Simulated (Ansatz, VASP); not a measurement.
# CuI: VASP beside Ansatz

```
CELL_PARAMETERS angstrom
4.02290 0.00000 0.00000
0.00000 4.02290 0.00000
0.00000 0.00000 5.65060
ATOMIC_POSITIONS crystal
Cu 0.00000 0.00000 0.00000
Cu 0.50000 0.50000 0.00000
I 0.00000 0.50000 0.29130
I 0.50000 0.00000 0.70870
```

Measurements of this composition are mostly on another form, of space group No. 216.

Alike in both runs: task single point; functional PBE; k mesh 4 × 4 × 3; no spin polarisation.

```csv
,VASP,Ansatz
version,VASP 6.6.1,Ansatz 0.2.0
potentials or method,"VASP PAW PBE potentials, release 64 (Cu, I)","plane waves, PAW"
plane-wave cutoff (eV),520,571
occupations,"gaussian, width 0.01 eV",fixed
valence electrons in the cell,36,72
```

Ansatz gave:

* gap on the k mesh at the Fermi level (eV): 1.56

Task: Which values does VASP return?

Result: gap on the k mesh at the Fermi level (eV): 1.57.

The two sets of potentials don't hold the same shells in valence.

Caveats: spin-orbit coupling is left out, which moves the levels of the heavy elements. As with any semilocal functional, this PBE gap is likely too small.
